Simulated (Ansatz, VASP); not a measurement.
**YbB6 in two plane-wave programs**

One calculation is typed for both programs; each brings its own data sets. How far apart do they land? The two relaxations start from unlike cells of this crystal (the structure described is Ansatz's start), so only their ends are compared.

Program: Ansatz 0.2.0. Level of theory: plane waves, with VASP 6.6.1 beside it; relaxation of cell and atoms at PBEsol. Results are calculated unless marked as measured.

### 1. The starting structure

It takes space group Pm-3m (No. 221, cubic). The conventional cell has a = 4.179 Å, b = 4.179 Å, c = 4.179 Å, α = 90.00°, β = 90.00°, γ = 90.00°. Yb has 24 B at 3.07 Å nearest. Nearest to B lie 6 B at 1.68 to 2.50 Å and 4 Yb at 3.07 Å. Farther neighbours are not listed.

### 2. VASP: relaxation of cell and atoms, PBEsol

The relaxed volume is the usual yardstick between codes: in a stiff, nearly cubic crystal its relative difference is about their pressure difference at one cell divided by the bulk modulus.

Lines of VASP's logs that name or quote its potential files are left out, and so is its time.

INCAR

```
SYSTEM = YbB6
PREC = Accurate
ENCUT = 600
EDIFF = 1E-07
NELM = 200
ISMEAR = -1
SIGMA = 0.1
LREAL = .FALSE.
ALGO = Normal
GGA = PS
NBANDS = 31
ISPIN = 2
MAGMOM = 0 0 0 0 0 0 0
LASPH = .TRUE.
LMAXMIX = 6
AMIX = 0.2
BMIX = 1E-04
AMIX_MAG = 0.8
BMIX_MAG = 1E-04
LORBIT = 11
LWAVE = .FALSE.
LCHARG = .FALSE.
ISIF = 3
IBRION = 2
NSW = 80
EDIFFG = -0.005
GGA_COMPAT = .FALSE.
NELMIN = 4
KPAR = 2
```

POSCAR

```
YbB6
1.0
    4.0967930367      0.0000000000      0.0000000000
    0.0000000000      4.0967930367      0.0000000000
    0.0000000000      0.0000000000      4.0967930367
Yb B
1 6
Direct
    0.0000000000      0.0000000000      0.0000000000
    0.7999550776      0.5000000000      0.5000000000
    0.2000449224      0.5000000000      0.5000000000
    0.5000000000      0.5000000000      0.7999550776
    0.5000000000      0.5000000000      0.2000449224
    0.5000000000      0.2000449224      0.5000000000
    0.5000000000      0.7999550776      0.5000000000
```

KPOINTS

```
Automatic mesh
0
Gamma
8 8 8
0 0 0
```

The projector-augmented-wave data sets are Yb and B (PBE family, release 64).

Run with:

```
$ mpirun -np 2 vasp_std
```

Numbers of over 12 decimals in the logs are rounded to 6 here.

Log:

```text
[banner, memory and clock lines left out]
running    2 mpi-ranks, on    1 nodes
 distrk:  each k-point on    1 cores,    2 groups
 distr:  one band on    1 cores,    1 groups

 POSCAR found type information on POSCAR YbB
 POSCAR found :  2 types and       7 ions
|                                                                             |
|               ----> ADVICE to this user running VASP <----                  |
|                                                                             |
|     You enforced a specific xc type in the INCAR file but a different       |
|     [... a line on the potential file left out ...]
|     I HOPE YOU KNOW WHAT YOU ARE DOING!                                     |
|                                                                             |

 LDA part: xc-table for (Slater+PW92), standard interpolation
 POSCAR, INCAR and KPOINTS ok, starting setup
 FFT: planning ... GRIDC
 FFT: planning ... GRID_SOFT
 FFT: planning ... GRID
 WAVECAR not read
 entering main loop
       N       E                     dE             d eps       ncg     rms          rms(c)
DAV:   1     0.265885113591E+03    0.26589E+03   -0.17219E+04  6590   0.873E+03
DAV:   2    -0.190455672395E+02   -0.28493E+03   -0.26850E+03  6822   0.966E+02
DAV:   3    -0.534168128257E+02   -0.34371E+02   -0.33384E+02  6775   0.167E+02
DAV:   4    -0.567214605426E+02   -0.33046E+01   -0.32360E+01  8427   0.335E+01
DAV:   5    -0.571200169206E+02   -0.39856E+00   -0.38687E+00  7847   0.117E+01    0.284E+01
DAV:   6    -0.610016823518E+02   -0.38817E+01   -0.86389E+01  5839   0.403E+02    0.302E+02
DAV:   7    -0.609537149349E+02    0.47967E-01   -0.81301E+00  6240   0.185E+01    0.287E+02
DAV:   8    -0.582833002091E+02    0.26704E+01   -0.13328E+00  7179   0.237E+01    0.208E+02
DAV:   9    -0.499455725687E+02    0.83377E+01   -0.14590E+01  6342   0.209E+02    0.610E+01
DAV:  10    -0.521749416792E+02   -0.22294E+01   -0.43144E+01  8053   0.191E+02    0.328E+01
DAV:  11    -0.492515534511E+02    0.29234E+01   -0.51129E+00  6707   0.665E+01    0.308E+01
DAV:  12    -0.492522392290E+02   -0.68578E-03   -0.45097E-01  7643   0.470E+00    0.283E+01
DAV:  13    -0.491841977204E+02    0.68042E-01   -0.50650E-01  5369   0.284E+01    0.385E+01
DAV:  14    -0.494030696049E+02   -0.21887E+00   -0.25824E-01  7412   0.232E+01    0.427E+01
[...]
DAV:  53    -0.489904651039E+02   -0.73250E-06   -0.88675E-07  6804   0.325E-02    0.312E-02
DAV:  54    -0.489904661016E+02   -0.99772E-06   -0.30963E-07  4402   0.213E-02    0.242E-02
DAV:  55    -0.489904653475E+02    0.75416E-06   -0.70817E-08  3045   0.135E-02    0.202E-02
DAV:  56    -0.489904643824E+02    0.96504E-06   -0.20494E-07  4814   0.180E-02    0.132E-02
DAV:  57    -0.489904638732E+02    0.50922E-06   -0.14667E-07  4221   0.112E-02    0.143E-02
DAV:  58    -0.489904634592E+02    0.41405E-06   -0.15494E-07  3598   0.132E-02    0.116E-02
DAV:  59    -0.489904632147E+02    0.24448E-06   -0.30729E-07  5200   0.189E-02    0.393E-03
DAV:  60    -0.489904631931E+02    0.21610E-07   -0.10991E-07  3185   0.807E-03
   1 F= -.48990463E+02 E0= -.48945254E+02  d E =-.489905E+02  mag=    -0.0001
 curvature:   0.00 expect dE= 0.000E+00 dE for cont linesearch  0.000E+00
 trial: gam= 0.00000 g(F)=  0.176E-07 g(S)=  0.105E-03 ort = 0.000E+00 (trialstep = 0.100E+01)
 search vector abs. value=  0.105E-03
 bond charge predicted
       N       E                     dE             d eps       ncg     rms          rms(c)
DAV:   1    -0.489951316782E+02   -0.46685E-02   -0.14989E-02  6503   0.341E+00    0.193E+00
DAV:   2    -0.489965875657E+02   -0.14559E-02   -0.40024E-02  5412   0.867E+00    0.136E+00
DAV:   3    -0.489909626076E+02    0.56250E-02   -0.16262E-02  5165   0.547E+00    0.527E-01
DAV:   4    -0.489905095666E+02    0.45304E-03   -0.80614E-04  7076   0.865E-01    0.106E-01
DAV:   5    -0.489905015636E+02    0.80030E-05   -0.73373E-05  6471   0.604E-02    0.105E-01
DAV:   6    -0.489904426280E+02    0.58936E-04   -0.94940E-05  8219   0.138E-01    0.160E-01
DAV:   7    -0.489904085547E+02    0.34073E-04   -0.23668E-04  7250   0.845E-02    0.781E-02
DAV:   8    -0.489904075287E+02    0.10260E-05   -0.15474E-05  6163   0.301E-02    0.649E-02
DAV:   9    -0.489904061779E+02    0.13508E-05   -0.94013E-07  6862   0.116E-02    0.792E-02
DAV:  10    -0.489904073673E+02   -0.11895E-05   -0.32621E-06  6636   0.421E-02    0.185E-02
DAV:  11    -0.489904072591E+02    0.10824E-06   -0.97119E-07  7236   0.116E-02    0.286E-02
DAV:  12    -0.489904072862E+02   -0.27094E-07   -0.96513E-08  4124   0.214E-03
   2 F= -.48990407E+02 E0= -.48945228E+02  d E =0.559069E-04  mag=    -0.0000
 trial-energy change:    0.000056  1 .order   -0.000007   -0.000105    0.000090
 step:   0.5382(harm=  0.5382)  dis= 0.00001  next Energy=   -48.990491 (dE=-0.281E-04)
 bond charge predicted
       N       E                     dE             d eps       ncg     rms          rms(c)
DAV:   1    -0.489914608823E+02   -0.10536E-02   -0.31904E-03  6549   0.156E+00    0.972E-01
DAV:   2    -0.489918250404E+02   -0.36416E-03   -0.87296E-03  5377   0.394E+00    0.649E-01
DAV:   3    -0.489905689856E+02    0.12561E-02   -0.36225E-03  5242   0.271E+00    0.249E-01
DAV:   4    -0.489904747824E+02    0.94203E-04   -0.16596E-04  6964   0.400E-01    0.452E-02
DAV:   5    -0.489904660626E+02    0.87198E-05   -0.22339E-05  7177   0.515E-02    0.491E-02
DAV:   6    -0.489904517078E+02    0.14355E-04   -0.47398E-05  8238   0.833E-02    0.382E-02
DAV:   7    -0.489904509161E+02    0.79174E-06   -0.16128E-05  7438   0.353E-02    0.354E-02
DAV:   8    -0.489904508505E+02    0.65638E-07   -0.18492E-06  6546   0.950E-03    0.423E-02
DAV:   9    -0.489904508696E+02   -0.19104E-07   -0.79906E-08  4466   0.316E-03
   3 F= -.48990451E+02 E0= -.48945305E+02  d E =0.123235E-04  mag=    -0.0000
 curvature:  -0.27 expect dE=-0.182E-05 dE for cont linesearch -0.708E-06
 trial: gam= 0.00000 g(F)=  0.404E-05 g(S)=  0.272E-05 ort =-0.166E-04 (trialstep = 0.908E+00)
 search vector abs. value=  0.676E-05
 reached required accuracy - stopping structural energy minimisation
```

From OUTCAR (step 2):

```text
ion  position               nearest neighbor table
   1  0.000  0.000  0.000-
   2  0.800  0.500  0.500-   3 1.64   4 1.74   5 1.74   6 1.74   7 1.74
   3  0.200  0.500  0.500-   2 1.64   4 1.74   5 1.74   6 1.74   7 1.74
   4  0.500  0.500  0.800-   5 1.64   3 1.74   2 1.74   6 1.74   7 1.74
   5  0.500  0.500  0.200-   4 1.64   3 1.74   2 1.74   6 1.74   7 1.74
   6  0.500  0.200  0.500-   7 1.64   3 1.74   4 1.74   5 1.74   2 1.74
   7  0.500  0.800  0.500-   6 1.64   3 1.74   4 1.74   5 1.74   2 1.74

  LATTYP: Found a simple cubic cell.
 ALAT       =     4.0967930367

 Subroutine GETGRP returns: Found 48 space group operations
 (whereof 48 operations were pure point group operations)

The static configuration has the point symmetry O_h .

 Found     35 irreducible k-points:

   k-points           NKPTS =     35   k-points in BZ     NKDIM =     35   number of bands    NBANDS=     31

   dimension x,y,z NGX =    36 NGY =   36 NGZ =   36
   dimension x,y,z NGXF=    72 NGYF=   72 NGZF=   72

   ENCUT  =  600.0 eV  44.10 Ry    6.64 a.u.   8.18  8.18  8.18*2*pi/ulx,y,z

   NELECT =      42.0000    total number of electrons

 k-points in reciprocal lattice and weights: Automatic mesh
   0.00000000  0.00000000  0.00000000       0.002
   0.12500000  0.00000000  0.00000000       0.012
   0.25000000  0.00000000  0.00000000       0.012
   0.37500000  0.00000000  0.00000000       0.012
   0.50000000  0.00000000  0.00000000       0.006
   0.12500000  0.12500000  0.00000000       0.023
   0.25000000  0.12500000  0.00000000       0.047
   0.37500000  0.12500000  0.00000000       0.047
   0.50000000  0.12500000  0.00000000       0.023
[...]
0.50000000  0.50000000  0.37500000       0.012
   0.50000000  0.50000000  0.50000000       0.002

 average (electrostatic) potential at core
       1 -32.1018       2 -27.0530       3 -27.0530       4 -27.0530       5 -27.0530
       6 -27.0530       7 -27.0530

 E-fermi :   4.8785

 spin component 1
 k-point     1 :       0.0000    0.0000    0.0000
  band No.  band energies     occupation
    ...
     17       4.2538      0.99807
     18       4.3838      0.99295
     19       4.4219      0.98971
     20       4.4219      0.98971
     21       4.4219      0.98971
     22       7.1390      0.00000
     23       7.1390      0.00000
     24       7.1390      0.00000
     25       7.8482      0.00000
     26       7.8482      0.00000
    ...

 k-point     2 :       0.1250    0.0000    0.0000
  band No.  band energies     occupation
    ...
     17       4.3408      0.99540
     18       4.4132      0.99056
     19       4.4411      0.98756
     20       4.4459      0.98696
     21       4.4459      0.98696
     22       6.0761      0.00001
     23       7.5875      0.00000
     24       7.5875      0.00000
     25       8.0057      0.00000
     26       9.0622      0.00000
    ...

 k-point     3 :       0.2500    0.0000    0.0000
  band No.  band energies     occupation
    ...
     17       4.3744      0.99358
     18       4.3909      0.99244
     19       4.4713      0.98324
     20       4.4713      0.98324
     21       4.5982      0.94284
     22       5.0223      0.19188
     23       7.9608      0.00000
     24       7.9608      0.00000
     25       8.1425      0.00000
     26       8.8639      0.00000
    ...

 k-point     4 :       0.3750    0.0000    0.0000
  band No.  band energies     occupation
    ...
     18       4.3912      0.99241
     19       4.4810      0.98157
     20       4.4810      0.98157
     21       4.5275      0.97099
     22       4.7863      0.71557
     23       7.7572      0.00000
     24       7.7572      0.00000
     25       7.8136      0.00000
     26       8.9819      0.00000
     27       9.5605      0.00000
    ...

 k-point     5 :       0.5000    0.0000    0.0000
  band No.  band energies     occupation
    ...
     18       4.3977      0.99190
     19       4.4526      0.98607
     20       4.4836      0.98111
     21       4.4836      0.98111
     22       4.8759      0.50661
     23       7.6351      0.00000
     24       7.6351      0.00000
     25       7.6911      0.00000
     26       8.7628      0.00000
     27      10.2318      0.00000
    ...

 k-point     6 :       0.1250    0.1250    0.0000
  band No.  band energies     occupation
    ...
     17       4.3856      0.99282
     18       4.4071      0.99111
     19       4.4136      0.99053
     20       4.4495      0.98649
     21       4.5116      0.97514
     22       6.4388      0.00000
     23       6.6431      0.00000
     24       8.0781      0.00000
     25       8.6818      0.00000
     26       8.8365      0.00000
    ...

  Total       -0.0114600     -0.0114600     -0.0114600      0.0000000     -0.0000000      0.0000000
  in kB       -0.2668216     -0.2668216     -0.2668216      0.0000000     -0.0000000      0.0000000
  external PRESSURE =      -0.2668216 kB  Pullay stress =       0.0000000 kB

  energy-cutoff  :      600.00
  volume of cell :       68.81
      direct lattice vectors                 reciprocal lattice vectors
     4.097873784 -0.000000000  0.000000000     0.244028990  0.000000000  0.000000000
    -0.000000000  4.097873784  0.000000000     0.000000000  0.244028990  0.000000000
    -0.000000000 -0.000000000  4.097873784    -0.000000000 -0.000000000  0.244028990

 POSITION                                       TOTAL-FORCE (eV/Angst)
 -----------------------------------------------------------------------------------
     -0.00000      4.09787      0.00000        -0.000000     -0.000000      0.000000
      3.27811      2.04894      2.04894        -0.003736     -0.000000      0.000000
      0.81977      2.04894      2.04894         0.003736     -0.000000      0.000000
      2.04894      2.04894      3.27811         0.000000     -0.000000     -0.003736
      2.04894      2.04894      0.81977        -0.000000     -0.000000      0.003736
      2.04894      0.81977      2.04894        -0.000000      0.003736      0.000000
      2.04894      3.27811      2.04894         0.000000     -0.003736      0.000000
 -----------------------------------------------------------------------------------
    total drift:                                0.000000      0.000000      0.000000

  FREE ENERGIE OF THE ION-ELECTRON SYSTEM (eV)
  ---------------------------------------------------
  free  energy   TOTEN  =       -48.9904508696 eV

  energy  without entropy=      -48.9001591463  energy(sigma->0) =      -48.94530501

 reached required accuracy - stopping structural energy minimisation

 total charge
# of ion       s       p       d       f       tot
--------------------------------------------------
    1        2.070   5.979   0.336  13.598  21.984
    2        0.701   1.394   0.000   0.000   2.096
    3        0.701   1.394   0.000   0.000   2.096
    4        0.701   1.394   0.000   0.000   2.096
    5        0.701   1.394   0.000   0.000   2.096
    6        0.701   1.394   0.000   0.000   2.096
    7        0.701   1.394   0.000   0.000   2.096
--------------------------------------------------
tot          6.279  14.345   0.336  13.598  34.559

 magnetization (x)
# of ion       s       p       d       f       tot
--------------------------------------------------
    1        0.000   0.000   0.000  -0.000  -0.000
    2        0.000  -0.000   0.000   0.000  -0.000
    3        0.000  -0.000   0.000   0.000  -0.000
    4        0.000  -0.000   0.000   0.000  -0.000
    5        0.000  -0.000   0.000   0.000  -0.000
    6        0.000  -0.000   0.000   0.000  -0.000
    7        0.000  -0.000   0.000   0.000  -0.000
--------------------------------------------------
tot          0.000   0.000   0.000  -0.000  -0.000

[... 4 further parts left out ...]
```

CONTCAR:

```
YbB6
   1.00000000000000
     4.0978737838151442   -0.0000000000000000    0.0000000000000000
    -0.0000000000000000    4.0978737838151442    0.0000000000000000
    -0.0000000000000000   -0.0000000000000000    4.0978737838151442
  Yb              B
     1     6
Direct
     0.0000000000000000    1.0000000000000000    0.0000000000000000
     0.7999535154522796    0.5000000000000000    0.5000000000000000
     0.2000464845477204    0.5000000000000000    0.5000000000000000
     0.5000000000000000    0.5000000000000000    0.7999535154522796
     0.5000000000000000    0.5000000000000000    0.2000464845477204
     0.5000000000000000    0.2000464845477204    0.5000000000000000
     0.5000000000000000    0.7999535154522796    0.5000000000000000
```

The PAW data sets were made with PBE, which is usual practice but a small mismatch for other functionals. The run keeps the 48 symmetry operations of its start, so it cannot find a distortion of lower symmetry.

(Part 1 of 2 ends here.)

[Lines on the potential files, build, host, timing and source positions are cut from VASP's logs without a mark.]

[Logs are printed without paths, hosts, clocks, repeated set-up lines and the standing remarks that a program may print on its own settings, such as how far it seeks lower states.]

[Hosts, paths, dates, database ids (printed as entryN), source tags and the programs' standing remarks are cut or masked in the printed files.]
